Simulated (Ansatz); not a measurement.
CdSe (F-43m) from a database of computed structures (r2SCAN geometry), in Ansatz:

```xyz
2
Lattice="0.0000 3.0678 3.0678 3.0678 0.0000 3.0678 3.0678 3.0678 0.0000" Properties=species:S:1:pos:R:3 pbc="T T T"
Cd    0.0000    0.0000    0.0000
Se    4.6017    4.6017    4.6017
```

G0W0@PBE with 217 empty bands, a screening cutoff of 140 eV and a 4×4×4 mesh (PAW, contour deformation) gives 1.098 eV over the mesh points, from a PBE gap of 0.540 eV; it sums over 235 bands with 229 plane waves in the screening and a wave cutoff of 420 eV. The G0W0 figures hold for the stated bands, cutoff and mesh and aren't extrapolated. Spin-unpolarised throughout; all numbers are computed.

Q: Another run gave a Kohn-Sham gap of 0.540 eV and a G0W0 gap of 1.187 eV, summing over 235 bands with 229 plane waves in the screening and a wave cutoff of 420 eV. What was changed?

A: Frequency model Godby-Needs pole. Only the quasiparticle gap differs.

Q: Estimate the gap with empty bands 399, screening cutoff 210 eV.

A: 1.104 eV (+0.006 eV), from a Kohn-Sham gap of 0.540 eV.

Q: Another run gave a Kohn-Sham gap of 0.540 eV and a G0W0 gap of 1.088 eV, summing over 235 bands with 229 plane waves in the screening and a wave cutoff of 1170 eV. What was changed?

A: Potentials of the kind norm-conserving, with them a wave cutoff of 1170 eV. The wave cutoff gives it away.

Spin-orbit coupling is left out.

With a shallow d shell on the cation, G0W0 converges slowly in bands and cutoff, so these values are in doubt.
